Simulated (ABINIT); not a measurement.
# B (Pm-3m) in ABINIT: further runs

The runs below take B through single point, with LDA.

Everything below comes from runs of ABINIT 10.8.3 (patched build). Logs are shortened: lines on timing, memory, paths and dates and some standing lists are left out, and cuts for length are marked. The log counts tension as positive stress, the text compression.

### 1 The crystal as given

Symmetry: Pm-3m, No. 221, cubic system. The conventional cell has a = 1.885 Å, b = 1.885 Å, c = 1.885 Å, α = 90.00°, β = 90.00°, γ = 90.00°. Around B (site symmetry m-3m) lie 6 B at 1.89 Å.

The cell was built by a generator and needn't be a form met in nature.

### 2 Single point, LDA

run.abi

```
# Pseudopotentials
pp_dirpath "./"
pseudos "B.upf"

# Structure
acell 1.88524 1.88524 1.88524 Angstrom
rprim
     1.0000000000     0.0000000000     0.0000000000
     0.0000000000     1.0000000000     0.0000000000
     0.0000000000     0.0000000000     1.0000000000
ntypat 1
znucl 5
natom 1
typat 1
xred
     0.5000000000     0.5000000000     0.5000000000

# Plane-wave basis
ecut 34.0

# k points
kptopt 1
ngkpt 10 10 10
nshiftk 1
shiftk 0.0 0.0 0.0

# Exchange and correlation
ixc 7

# Bands and occupations
nband 6
occopt 3
tsmear 0.00183747

# SCF cycle
nstep 100
tolvrs 1.0e-10

# Output
iomode 3
prtwf 0
prtden 0
prteig 0
prtebands 0
enunit 2
```

Potentials or basis: PseudoDojo NC SR LDA v0.4 stringent.

On the command line:

```sh
> abinit run.abi > log 2>&1
```

run.abo:

```text
.Version 10.8.3 of ABINIT
 Symmetries : space group Pm -3 m (#221); Bravais cP (primitive cubic)
================================================================================
 Values of the parameters that define the memory need of the present run
     intxc =       0    ionmov =       0      iscf =       7    lmnmax =       4
     lnmax =       4     mgfft =      20  mpssoang =       2    mqgrid =    3001
     natom =       1  nloc_mem =       1    nspden =       1   nspinor =       1
    nsppol =       1      nsym =      48    n1xccc =    2501    ntypat =       1
    occopt =       3   xclevel =       1
       mpw =         449          nfft =        8000          nkpt =          56
================================================================================
================================================================================

--------------------------------------------------------------------------------
------------- Echo of variables that govern the present computation ------------
--------------------------------------------------------------------------------
 -outvars: echo values of preprocessed input variables --------
            acell      3.5625872816E+00  3.5625872816E+00  3.5625872816E+00 Bohr
              amu      1.08110000E+01
             ecut      3.40000000E+01 Hartree
           enunit           2
                       outvar_i_n : Printing only first  50 k-points.
              ixc           7
                       outvar_i_n : Printing only first  50 k-points.
         kptrlatt       10    0    0      0   10    0      0    0   10
          kptrlen      3.56258728E+01
            natom           1
            nband           6
            ngfft          20      20      20
             nkpt          56
            nstep         100
             nsym          48
           ntypat           1
                       prtocc : prtvol=0, do not print more k-points.
           occopt           3
           prtden           0
        prtebands           0
           prteig           0
            prtwf           0
          spgroup         221
           tolvrs      1.00000000E-10
           tsmear      1.83747000E-03 Hartree
            typat      1
                       outvars : Printing only first  50 k-points.
           xangst      9.4262000000E-01  9.4262000000E-01  9.4262000000E-01
            xcart      1.7812936408E+00  1.7812936408E+00  1.7812936408E+00
             xred      5.0000000000E-01  5.0000000000E-01  5.0000000000E-01
            znucl        5.00000

================================================================================

 chkinp: Checking input parameters for consistency.

================================================================================
== DATASET  1 ==================================================================

--- !DatasetInfo
iteration_state: {dtset: 1, }
dimensions: {natom: 1, nkpt: 56, mband: 6, nsppol: 1, nspinor: 1, nspden: 1, mpw: 449, }
cutoff_energies: {ecut:  34.0, pawecutdg:  -1.0, }
electrons: {nelect:   3.00000000E+00, charge:   0.00000000E+00, occopt:   3.00000000E+00, tsmear:   1.83747000E-03, }
meta: {optdriver: 0, ionmov: 0, optcell: 0, iscf: 7, paral_kgb: 0, }
...

 Exchange-correlation functional for the present dataset will be:
  LDA: Perdew-Wang 92 LSD fit to Ceperley-Alder data - ixc=7
  J.P.Perdew and Y.Wang, PRB 45, 13244 (1992)

 Real(R)+Recip(G) space primitive vectors, cartesian coordinates (Bohr,Bohr^-1):
 R(1)=  3.5625873  0.0000000  0.0000000  G(1)=  0.2806949  0.0000000  0.0000000
 R(2)=  0.0000000  3.5625873  0.0000000  G(2)=  0.0000000  0.2806949  0.0000000
 R(3)=  0.0000000  0.0000000  3.5625873  G(3)=  0.0000000  0.0000000  0.2806949
 Unit cell volume ucvol=  4.5216458E+01 bohr^3
 Angles (23,13,12)=  9.00000000E+01  9.00000000E+01  9.00000000E+01 degrees

 getcut: wavevector=  0.0000  0.0000  0.0000  ngfft=  20  20  20
         ecut(hartree)=     34.000   => boxcut(ratio)=   2.13875

--- Pseudopotential description ------------------------------------------------
- pspini: atom type   1  psp file is ./B.upf
12 -1012 1 -1 1498                            pspcod,pspxc,lmax,lloc,mmax
     nproj     2     2

   9.58107468E+00                                ecore*ucvol(ha*bohr**3)
--------------------------------------------------------------------------------

================================================================================

--- !BeginCycle
iteration_state: {dtset: 1, }
solver: {iscf: 7, nstep: 100, nline: 4, wfoptalg: 0, }
tolerances: {tolvrs: 1.00E-10, }
...

     iter   Etot(hartree)      deltaE(h)  residm     vres2
 ETOT  1  -2.9150409916198    -2.915E+00 1.400E-01 4.608E-01
 ETOT  2  -2.9175846959184    -2.544E-03 2.257E-02 4.277E-03
 ETOT  3  -2.9175854858525    -7.899E-07 6.300E-03 6.622E-06
 ETOT  4  -2.9175854869161    -1.064E-09 2.099E-03 2.734E-08
 ETOT  5  -2.9175854869190    -2.862E-12 1.937E-04 5.251E-11

 At SCF step    5       vres2   =  5.25E-11 < tolvrs=  1.00E-10 =>converged.

 Cartesian components of stress tensor (hartree/bohr^3)
  sigma(1 1)=  2.83278016E-04  sigma(3 2)=  0.00000000E+00
  sigma(2 2)=  2.83278016E-04  sigma(3 1)=  0.00000000E+00
  sigma(3 3)=  2.83278016E-04  sigma(2 1)=  0.00000000E+00

--- !ResultsGS
iteration_state: {dtset: 1, }
comment   : Summary of ground state results
lattice_vectors:
- [  3.5625873,   0.0000000,   0.0000000, ]
- [  0.0000000,   3.5625873,   0.0000000, ]
- [  0.0000000,   0.0000000,   3.5625873, ]
lattice_lengths: [   3.56259,    3.56259,    3.56259, ]
lattice_angles: [ 90.000,  90.000,  90.000, ] # degrees, (23, 13, 12)
lattice_volume:   4.5216458E+01
convergence: {deltae: -2.862E-12, res2:  5.251E-11, residm:  1.937E-04, diffor: null, }
etotal    :  -2.91758549E+00
entropy   :   0.00000000E+00
fermie    :   3.02889072E-01
cartesian_stress_tensor: # hartree/bohr^3
- [  2.83278016E-04,   0.00000000E+00,   0.00000000E+00, ]
- [  0.00000000E+00,   2.83278016E-04,   0.00000000E+00, ]
- [  0.00000000E+00,   0.00000000E+00,   2.83278016E-04, ]
pressure_GPa:  -8.3343E+00
xred      :
- [  5.0000E-01,   5.0000E-01,   5.0000E-01,  B]
cartesian_forces: # hartree/bohr
- [ -0.00000000E+00,  -0.00000000E+00,  -0.00000000E+00, ]
force_length_stats: {min:   0.00000000E+00, max:   0.00000000E+00, mean:   0.00000000E+00, }
...

 Integrated electronic density in atomic spheres:
 ------------------------------------------------
 Atom  Sphere_radius  Integrated_density
    1        2.00000          2.61478113
================================================================================

 ----iterations are completed or convergence reached----

 Mean square residual over all n,k,spin=   17.324E-07; max=  19.368E-05
 reduced coordinates (array xred) for    1 atoms
       0.500000000000      0.500000000000      0.500000000000
 rms dE/dt=  0.0000E+00; max dE/dt=  0.0000E+00; dE/dt below (all hartree)
    1       0.000000000000      0.000000000000      0.000000000000

 cartesian coordinates (angstrom) at end:
    1      0.94262000000000     0.94262000000000     0.94262000000000

 cartesian forces (hartree/bohr) at end:
    1     -0.00000000000000    -0.00000000000000    -0.00000000000000
 frms,max,avg= 0.0000000E+00 0.0000000E+00   0.000E+00  0.000E+00  0.000E+00 h/b

 cartesian forces (eV/Angstrom) at end:
    1     -0.00000000000000    -0.00000000000000    -0.00000000000000
 frms,max,avg= 0.0000000E+00 0.0000000E+00   0.000E+00  0.000E+00  0.000E+00 e/A
 length scales=  3.562587281606  3.562587281606  3.562587281606 bohr
              =  1.885240000000  1.885240000000  1.885240000000 angstroms
 Fermi (or HOMO) energy (hartree) =   0.30289   Average Vxc (hartree)=  -0.45831
 Eigenvalues (hartree) for nkpt=  56  k points:
 kpt#   1, nband=  6, wtk=  0.00100, kpt=  0.0000  0.0000  0.0000 (reduced coord)
  -0.26908    0.79848    0.79848    0.79848    1.20195    1.20195
      occupation numbers for kpt#   1
   2.00000    0.00000    0.00000    0.00000    0.00000    0.00000
 prteigrs : prtvol=0 or 1, do not print more k-points.

 Fermi (or HOMO) energy (eV) =   8.24203   Average Vxc (eV)= -12.47123
 Eigenvalues (   eV  ) for nkpt=  56  k points:
 kpt#   1, nband=  6, wtk=  0.00100, kpt=  0.0000  0.0000  0.0000 (reduced coord)
  -7.32215   21.72775   21.72775   21.72775   32.70664   32.70664
 prteigrs : prtvol=0 or 1, do not print more k-points.

--- !EnergyTerms
iteration_state     : {dtset: 1, }
comment             : Components of total free energy in Hartree
kinetic             :  1.95306212667099E+00
hartree             :  3.85541477005245E-02
xc                  : -1.20753357169650E+00
Ewald energy        : -3.58386690582520E+00
psp_core            :  2.11893524954974E-01
local_psp           : -4.05433975971214E-01
non_local_psp       :  7.59533521387316E-02
internal            : -2.91737130202769E+00
'-kT*entropy'       : -2.14184891259228E-04
total_energy        : -2.91758548691895E+00
total_energy_eV     : -7.93915455902202E+01
band_energy         :  2.73772948462043E-01
...

 Cartesian components of stress tensor (hartree/bohr^3)
  sigma(1 1)=  2.83278016E-04  sigma(3 2)=  0.00000000E+00
  sigma(2 2)=  2.83278016E-04  sigma(3 1)=  0.00000000E+00
  sigma(3 3)=  2.83278016E-04  sigma(2 1)=  0.00000000E+00

-Cartesian components of stress tensor (GPa)         [Pressure= -8.3343E+00 GPa]
- sigma(1 1)=  8.33432698E+00  sigma(3 2)=  0.00000000E+00
- sigma(2 2)=  8.33432698E+00  sigma(3 1)=  0.00000000E+00
- sigma(3 3)=  8.33432698E+00  sigma(2 1)=  0.00000000E+00

== END DATASET(S) ==============================================================
================================================================================

 -outvars: echo values of variables after computation  --------
            acell      3.5625872816E+00  3.5625872816E+00  3.5625872816E+00 Bohr
           etotal     -2.9175854869E+00
            fcart     -0.0000000000E+00 -0.0000000000E+00 -0.0000000000E+00
           strten      2.8327801636E-04  2.8327801636E-04  2.8327801636E-04
                       0.0000000000E+00  0.0000000000E+00  0.0000000000E+00
           xangst      9.4262000000E-01  9.4262000000E-01  9.4262000000E-01
             xred      5.0000000000E-01  5.0000000000E-01  5.0000000000E-01
 Calculation completed.
```

It took 2.3 s on 1 thread of Arm Neoverse V1, shared host; peak memory 0.06 GiB.

What came out:

```yaml
Free_energy: -79.3915 eV
Pressure: -8.3 GPa
Band_gap_on_the_k_mesh: none (metal or under the smearing width)
Valence_electrons_inside_the_program's_atomic_spheres: B 2.61 (radii [1.0584] Å)
```

### 3 Single point, LDA

Changes to run.abi since step 2:

```diff
@@ -5,3 +5,3 @@
 # Structure
-acell 1.88524 1.88524 1.88524 Angstrom
+acell 3.5625872792 3.5625872792 3.5625872792
 rprim
@@ -18,3 +18,3 @@
 # Plane-wave basis
-ecut 34.0
+ecut 28.0
 
@@ -32,3 +32,3 @@
 occopt 3
-tsmear 0.00183747
+tsmear 0.05 eV
 
@@ -41,5 +41,9 @@
 prtwf 0
-prtden 0
 prteig 0
 prtebands 0
-enunit 2
+enunit 1
+prtden 1
+prtvha 1
+prtvclmb 1
+prtpot 1
+prtelf 1
```

Potentials or basis: PseudoDojo NC SR LDA v0.4.1 standard.

On the command line:

```sh
> abinit run.abi > log 2>&1
```

Run time: 2.2 s. Hardware: 1 thread of Arm Neoverse V1, shared host; peak memory 0.1 GiB.

Results (log left out):

```yaml
Free_energy: -79.3779 eV
Band_gap_on_the_k_mesh: none (metal or under the smearing width)
Valence_electrons_inside_the_program's_atomic_spheres: B 2.60 (radii [1.0584] Å)
```

Levels at points of the mesh, in eV from the Fermi level:
```csv
k point,band 1,band 2,band 3,band 4,band 5,band 6
"(0.00, 0.00, 0.00)",-15.57,13.50,13.50,13.50,24.46,24.46
"(0.50, 0.00, 0.00)",-8.15,-5.99,17.30,17.30,29.88,31.84
"(0.50, 0.50, 0.00)",-1.90,-1.90,4.52,8.38,20.39,40.35
"(0.50, 0.50, 0.50)",3.41,3.41,3.41,16.88,16.88,16.88
```

Caveat: the cutoff is too short for stress, so the log's stress isn't used.
